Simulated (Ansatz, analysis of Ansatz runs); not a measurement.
## Migration in SnO2 (P4_2/mnm): V_O hop (2.9 Å), charge 0

Wanted: path and barrier of a jump of O in SnO2 (P4_2/mnm) at charge 0. The case: V_O hop (2.9 Å), in a cell of 72 host atoms with 1 O taken out.

Calculated with Ansatz 0.2.0; plane-wave PAW DFT, PBEsol; nudged elastic band between two relaxed defect structures.

The raw output is cut from this account; settings, times and results stay.

## Step 1: The starting structure

The cell holds 71 atoms: 24 Sn and 47 O. Cell: a = 9.537 Å, b = 9.537 Å, c = 9.637 Å, α = 90.0°, β = 90.0°, γ = 90.0°. It derives from SnO2 (space group P4_2/mnm). Nearest the centre at fractional (0.375, 0.472, 0.417): O12 at 1.46 Å, Sn61 at 1.46 Å, O44 at 2.36 Å, Sn7 at 2.56 Å, O22 at 2.70 Å, O18 at 2.70 Å, Sn67 at 2.70 Å, O28 at 2.85 Å.

The cell's shortest repeat is 9.5 Å.

## Step 2: Relaxation of the start point, charge 0

A barrier is counted from a minimum, so both ends are relaxed first. Small random displacements break the symmetry of the ideal sites, so that the defect can distort if it gains by it.

File q0.start/input.yaml:

```yaml
crystal:
  lattice:
    - [9.53680188, 0.0, 0.0]
    - [0.0, 9.53680188, 0.0]
    - [0.0, 0.0, 9.63728464]
  atoms:
    - { symbol: Sn, position: [0.25, 0.25, 0.16666667] }
    - { symbol: Sn, position: [0.0, 0.0, 0.0] }
    - { symbol: O, position: [0.09687292, 0.40312708, 0.16666667] }
    - { symbol: O, position: [0.40312708, 0.09687292, 0.16666667] }
    - { symbol: O, position: [0.15312708, 0.15312708, 0.0] }
    - { symbol: O, position: [0.34687292, 0.34687292, 0.0] }
    - { symbol: Sn, position: [0.25, 0.25, 0.5] }
    - { symbol: Sn, position: [0.0, 0.0, 0.33333333] }
[... 59 atom lines left out ...]
    - { symbol: O, position: [0.59687292, 0.90312708, 0.83333333] }
    - { symbol: O, position: [0.90312708, 0.59687292, 0.83333333] }
    - { symbol: O, position: [0.65312708, 0.65312708, 0.66666667] }
    - { symbol: O, position: [0.84687292, 0.84687292, 0.66666667] }
basis:
  ecutwfc: 420
  xc_grid: 2
hamiltonian:
  xc: pbesol
kpoints:
  mp_grid: { grid: [1, 1, 1], shift: [0.25, 0.25, 0.25] }
scf:
  occupations: { method: fixed }
  max_iter: 150
output:
  forces: true
relax:
  f_tol: 0.02
  max_steps: 70
  random_displacement: { amplitude: 0.03, seed: 207 }
```

On the command line:

```sh
$ ansatz run input.yaml --threads 4 --pin off --max-ram 14131MiB --backend cpu --events-out ev --progress --plain --runs-dir out
```

The job ended after 82 s (4 threads of Arm Neoverse V1, shared host; peak memory 1.8 GiB).

Relaxation path:

```
step  energy less that of the first step (eV)  largest force component (eV/Å)
   1                                   0.0000                          1.0785
   2                                  -0.4441                          0.3660
   3                                  -0.5283                          0.0351
   4                                  -0.5291                          0.0220
   5                                  -0.5294                          0.0158
```

The atoms that moved most (Å, from the sites as typed, ahead of the random displacement, the mean shift of all atoms taken out):

```
atom      dx      dy      dz  length
 O29   0.043  -0.042   0.008   0.061
 O34   0.042  -0.043  -0.007   0.061
 O28   0.036  -0.037   0.004   0.052
 O35   0.036  -0.036  -0.004   0.051
 O64  -0.018   0.030   0.014   0.038
 O18  -0.030   0.018  -0.014   0.037
Sn67  -0.021   0.024  -0.017   0.036
 O12  -0.028   0.011   0.015   0.034
```

Neighbours of O12 at the end:

| atom | distance (Å) |
| --- | --- |
| Sn7 | 2.068 |
| Sn61 | 2.076 |
| Sn1 | 2.077 |
| O11 | 2.612 |
| O9 | 2.897 |
| O3 | 2.915 |
| O38 | 2.933 |
| O44 | 2.938 |
| O10 | 2.939 |
| O4 | 2.944 |
| O22 | 2.945 |

Numbers from this step:

```yaml
free_energy: -169154.5381 eV
r_m_s_move_of_the_farther_half_of_the_atoms: 0.01017 Å
largest_move_from_the_ideal_geometry_of_this_structure_a_common_shift_of_the_far_atoms_taken_out: 0.06132 Å
```

The relaxation gained 0.529 eV and ended with a largest force component of 0.016 eV/Å.

## Step 3: Relaxation of the end point, charge 0

The end point is relaxed in the same cell and settings, so that the two energies compare. Atoms more than 3.2 Å from the middle of the hop start where the first relaxation left them, the nearer ones on or close to their ideal places, with small random displacements.

File q0.end/input.yaml:

```yaml
crystal:
  lattice:
    - [9.53680188, 0.0, 0.0]
    - [0.0, 9.53680188, 0.0]
    - [0.0, 0.0, 9.63728464]
  atoms:
    - { symbol: Sn, position: [0.24955824, 0.24973621, 0.1666396] }
    - { symbol: Sn, position: [0.00015819, -0.00035011, -2.75e-06] }
[... 4 atom lines left out ...]
    - { symbol: Sn, position: [0.25, 0.25, 0.5] }
[... 1 atom line left out ...]
    - { symbol: O, position: [0.09687292, 0.40312708, 0.5] }
[... 2 atom lines left out ...]
    - { symbol: O, position: [0.402986, 0.597014, 0.5] }
[... 5 atom lines left out ...]
    - { symbol: O, position: [0.34687292, 0.34687292, 0.66666667] }
[... 3 atom lines left out ...]
    - { symbol: O, position: [0.40312708, 0.59687292, 0.16666667] }
[... 2 atom lines left out ...]
    - { symbol: Sn, position: [0.25, 0.75, 0.5] }
[... 2 atom lines left out ...]
    - { symbol: O, position: [0.15312708, 0.65312708, 0.33333333] }
[... 9 atom lines left out ...]
    - { symbol: O, position: [0.59573113, 0.4041442, 0.16932674] }
[... 5 atom lines left out ...]
    - { symbol: O, position: [0.59687292, 0.40312708, 0.5] }
[... 16 atom lines left out ...]
    - { symbol: Sn, position: [0.5, 0.5, 0.33333333] }
[... 2 atom lines left out ...]
    - { symbol: O, position: [0.65127077, 0.65603324, 0.33480799] }
[... 2 atom lines left out ...]
    - { symbol: Sn, position: [0.5, 0.5, 0.66666667] }
[... 3 atom lines left out ...]
    - { symbol: O, position: [0.84793791, 0.84717754, 0.66701555] }
basis:
  ecutwfc: 420
  xc_grid: 2
hamiltonian:
  xc: pbesol
kpoints:
  mp_grid: { grid: [1, 1, 1], shift: [0.25, 0.25, 0.25] }
scf:
  occupations: { method: fixed }
  max_iter: 150
output:
  forces: true
relax:
  f_tol: 0.02
  max_steps: 70
  random_displacement: { amplitude: 0.01, seed: 207 }
```

Run time: 82 s. Hardware: 4 threads; peak memory 1.8 GiB.

The steps of the relaxation:

```csv
step,energy less that of the first step (eV),largest force component (eV/Å)
1,0.0000,0.6916
2,-0.1627,0.1632
3,-0.1885,0.0317
4,-0.1898,0.0235
5,-0.1900,0.0132
```

The atoms that moved most (Å, from the sites as typed, ahead of the random displacement):

```csv
atom,dx,dy,dz,length
O38,-0.034,-0.057,-0.015,0.068
O34,-0.043,0.050,0.013,0.067
O22,-0.043,-0.049,0.011,0.066
O12,-0.036,-0.043,-0.009,0.057
O44,-0.038,-0.042,-0.010,0.057
O10,0.039,0.029,-0.017,0.052
O4,0.044,0.022,0.007,0.050
O3,0.024,0.037,0.022,0.050
```

Neighbours of O12 at the end:

```
atom  distance (Å)
Sn61         2.064
Sn25         2.076
Sn67         2.083
 O44         2.613
 O18         2.897
 O28         2.909
 O34         2.912
 O29         2.931
 O35         2.950
 O70         2.958
 O64         2.959
```

Read from the output:

```yaml
free_energy: -169154.5790 eV
r_m_s_move_of_the_farther_half_of_the_atoms: 0.01412 Å
largest_move_from_the_ideal_geometry_of_this_structure_a_common_shift_of_the_far_atoms_taken_out: 0.06873 Å
```

The relaxation gained 0.190 eV and ended with a largest force component of 0.013 eV/Å. The end lies 0.041 eV below the start.

## Step 4: Nudged elastic band, charge 0

5 movable images are laid between the ends on a pair-potential path, which keeps atoms from colliding in the first guess. Each image feels the true force across the path and a spring force along it. The highest image is set to climb to the top of the path.

This step: plane-wave PAW DFT, PBEsol; nudged elastic band between two relaxed defect structures.

File q0.neb/input.yaml:

```yaml
crystal:
  lattice:
    - [9.53680188, 0.0, 0.0]
    - [0.0, 9.53680188, 0.0]
    - [0.0, 0.0, 9.63728464]
  atoms:
    - { symbol: Sn, position: [0.24964255, 0.25022055, 0.16658076] }
    - { symbol: Sn, position: [0.00024251, 0.00013423, -6.159e-05] }
    - { symbol: O, position: [0.09642334, 0.40305553, 0.16602338] }
    - { symbol: O, position: [0.40240941, 0.0965756, 0.16758625] }
    - { symbol: O, position: [0.15342885, 0.15277965, -0.00011625] }
    - { symbol: O, position: [0.34770206, 0.34625641, 0.00029868] }
    - { symbol: Sn, position: [0.24853704, 0.24794758, 0.50002184] }
    - { symbol: Sn, position: [-0.00011846, 0.00031893, 0.33288217] }
    - { symbol: O, position: [0.0960197, 0.40197429, 0.49994174] }
    - { symbol: O, position: [0.40264082, 0.09587814, 0.49998187] }
    - { symbol: O, position: [0.15271828, 0.15234044, 0.33295418] }
    - { symbol: O, position: [0.34407621, 0.34824558, 0.33486901] }
    - { symbol: Sn, position: [0.24984467, 0.25058177, 0.83360839] }
    - { symbol: Sn, position: [-4.66e-06, 0.00051052, 0.66703081] }
    - { symbol: O, position: [0.09646901, 0.40322659, 0.8340078] }
    - { symbol: O, position: [0.40299501, 0.09734181, 0.83241063] }
    - { symbol: O, position: [0.15292932, 0.1523736, 0.66716575] }
    - { symbol: O, position: [0.34387426, 0.34897088, 0.66514882] }
    - { symbol: Sn, position: [0.2504708, 0.75005825, 0.16597631] }
    - { symbol: Sn, position: [-0.00078643, 0.50079874, -2.913e-05] }
    - { symbol: O, position: [0.09747111, 0.90294917, 0.16724927] }
    - { symbol: O, position: [0.40333736, 0.59802346, 0.16506808] }
    - { symbol: O, position: [0.15221676, 0.65370387, 5.366e-05] }
    - { symbol: O, position: [0.34658122, 0.84815371, -8.936e-05] }
    - { symbol: Sn, position: [0.24977586, 0.75058219, 0.49997599] }
    - { symbol: Sn, position: [-4.662e-05, 0.49913205, 0.33324467] }
    - { symbol: O, position: [0.09777028, 0.90256754, 0.49997652] }
    - { symbol: O, position: [0.15704548, 0.6495102, 0.33373504] }
    - { symbol: O, position: [0.35153731, 0.84270126, 0.33409787] }
    - { symbol: Sn, position: [0.25023872, 0.74989742, 0.83399357] }
    - { symbol: Sn, position: [-9.876e-05, 0.49898419, 0.66662413] }
    - { symbol: O, position: [0.09739491, 0.90288323, 0.83268882] }
    - { symbol: O, position: [0.40230429, 0.59708381, 0.83488684] }
    - { symbol: O, position: [0.15762739, 0.64880056, 0.66585893] }
    - { symbol: O, position: [0.35079615, 0.84332724, 0.66622162] }
    - { symbol: Sn, position: [0.74945119, 0.25100795, 0.16665329] }
    - { symbol: Sn, position: [0.49952126, 0.00113404, -7.249e-05] }
    - { symbol: O, position: [0.59581545, 0.40462854, 0.16926789] }
    - { symbol: O, position: [0.90303577, 0.09742898, 0.16613365] }
    - { symbol: O, position: [0.65145319, 0.15543117, -2.247e-05] }
    - { symbol: O, position: [0.84489198, 0.34888688, -0.0001094] }
    - { symbol: Sn, position: [0.75097439, 0.24934824, 0.49993126] }
    - { symbol: Sn, position: [0.50135254, 0.00042741, 0.33329332] }
    - { symbol: O, position: [0.59713618, 0.40322867, 0.49990421] }
    - { symbol: O, position: [0.9037857, 0.09658202, 0.49992512] }
    - { symbol: O, position: [0.65363936, 0.15313759, 0.3329463] }
    - { symbol: O, position: [0.84692867, 0.34697382, 0.33316144] }
    - { symbol: Sn, position: [0.74927123, 0.25096099, 0.83320918] }
    - { symbol: Sn, position: [0.50119308, 0.00041169, 0.66667464] }
    - { symbol: O, position: [0.5956749, 0.40459669, 0.83050318] }
    - { symbol: O, position: [0.90292633, 0.09738505, 0.83372997] }
    - { symbol: O, position: [0.65339381, 0.15337814, 0.66672591] }
    - { symbol: O, position: [0.84715788, 0.34671701, 0.66691392] }
    - { symbol: Sn, position: [0.7497784, 0.75051616, 0.16625644] }
    - { symbol: Sn, position: [0.50112744, 0.49919905, -0.00010043] }
    - { symbol: O, position: [0.59710742, 0.90389702, 0.16589406] }
    - { symbol: O, position: [0.90304188, 0.59734697, 0.16750208] }
    - { symbol: O, position: [0.6541262, 0.65261613, -0.0003853] }
    - { symbol: O, position: [0.84755342, 0.84697916, -1.448e-05] }
    - { symbol: Sn, position: [0.75242473, 0.75182218, 0.49988603] }
    - { symbol: Sn, position: [0.49785348, 0.50226911, 0.33486385] }
    - { symbol: O, position: [0.5983227, 0.90429335, 0.49997533] }
    - { symbol: O, position: [0.90452833, 0.5977201, 0.49991608] }
    - { symbol: O, position: [0.65135508, 0.65651758, 0.33474915] }
    - { symbol: O, position: [0.8479615, 0.8474106, 0.33271996] }
    - { symbol: Sn, position: [0.7501226, 0.75070827, 0.83333177] }
    - { symbol: Sn, position: [0.4978806, 0.50273116, 0.66486729] }
    - { symbol: O, position: [0.59721976, 0.90387435, 0.83385824] }
    - { symbol: O, position: [0.9037687, 0.59794756, 0.83233398] }
    - { symbol: O, position: [0.65218128, 0.65629002, 0.66504887] }
    - { symbol: O, position: [0.84802222, 0.84766188, 0.66695671] }
basis:
  ecutwfc: 420
  xc_grid: 2
hamiltonian:
  xc: pbesol
kpoints:
  mp_grid: { grid: [1, 1, 1], shift: [0.25, 0.25, 0.25] }
scf:
  occupations: { method: fixed }
  max_iter: 150
output:
  forces: true
neb:
  images: 5
  f_tol: 0.04
  climbing: true
  initial_path: idpp
  max_iterations: 45
  order_check: false
  final_atoms:
    - { symbol: Sn, position: [0.2519751, 0.25240996, 0.16853487] }
    - { symbol: Sn, position: [0.00070447, 0.00120456, -7.298e-05] }
[... 4 atom lines left out ...]
    - { symbol: Sn, position: [0.25199208, 0.25250157, 0.49800253] }
[... 1 atom line left out ...]
    - { symbol: O, position: [0.09863741, 0.40698492, 0.49817759] }
[... 2 atom lines left out ...]
    - { symbol: O, position: [0.39897806, 0.59313651, 0.49890654] }
[... 5 atom lines left out ...]
    - { symbol: O, position: [0.34704021, 0.34754548, 0.6682367] }
[... 3 atom lines left out ...]
    - { symbol: O, position: [0.39835139, 0.59241548, 0.16767026] }
[... 2 atom lines left out ...]
    - { symbol: Sn, position: [0.24871907, 0.75058866, 0.499902] }
[... 2 atom lines left out ...]
    - { symbol: O, position: [0.15143778, 0.65454997, 0.33326294] }
[... 9 atom lines left out ...]
    - { symbol: O, position: [0.59191249, 0.39884049, 0.1676618] }
[... 5 atom lines left out ...]
    - { symbol: O, position: [0.59268397, 0.39940931, 0.49889957] }
[... 16 atom lines left out ...]
    - { symbol: Sn, position: [0.50203349, 0.50249906, 0.33335278] }
[... 2 atom lines left out ...]
    - { symbol: O, position: [0.65305586, 0.65357248, 0.33314335] }
[... 2 atom lines left out ...]
    - { symbol: Sn, position: [0.499432, 0.49989984, 0.66721335] }
[... 3 atom lines left out ...]
    - { symbol: O, position: [0.84715936, 0.8475958, 0.6676623] }
```

Wall time 19 min (4 threads); peak memory 6.5 GiB.

Images along the path:

```csv
image,path (Å),energy (eV),"O12: x, y, z (Å)"
0,0.000,0.0000,"3.281, 3.321, 3.227"
1,0.549,0.4917,"3.165, 3.686, 3.451"
2,1.099,1.4340,"3.199, 4.044, 3.818"
3,1.648,1.8032,"3.296, 4.410, 4.194"
4,2.201,1.2818,"3.415, 4.847, 4.476"
5,2.753,0.2707,"3.571, 5.292, 4.690"
6,3.306,-0.0408,"3.805, 5.657, 4.808"
```

This step gave:

- free energy: -169152.7350 eV
- barrier forward: 1.803 eV
- barrier backward: 1.844 eV
- end less start: -0.04085 eV
- hop length: 2.868 Å

(Continued in part 2 of 2.)

[Long decimals in the printed logs are rounded to 6 places.]

[Repeated set-up lines and some long k-point lines are left out of the logs, and relaxed atomic positions are cut to six decimals.]

[Logs are printed without paths, hosts, clocks, repeated set-up lines and the standing remarks that a program may print on its own settings, such as how far it seeks lower states.]

[Hosts, paths, dates, database ids (printed as entryN), source tags and the programs' standing remarks are cut or masked in the printed files.]
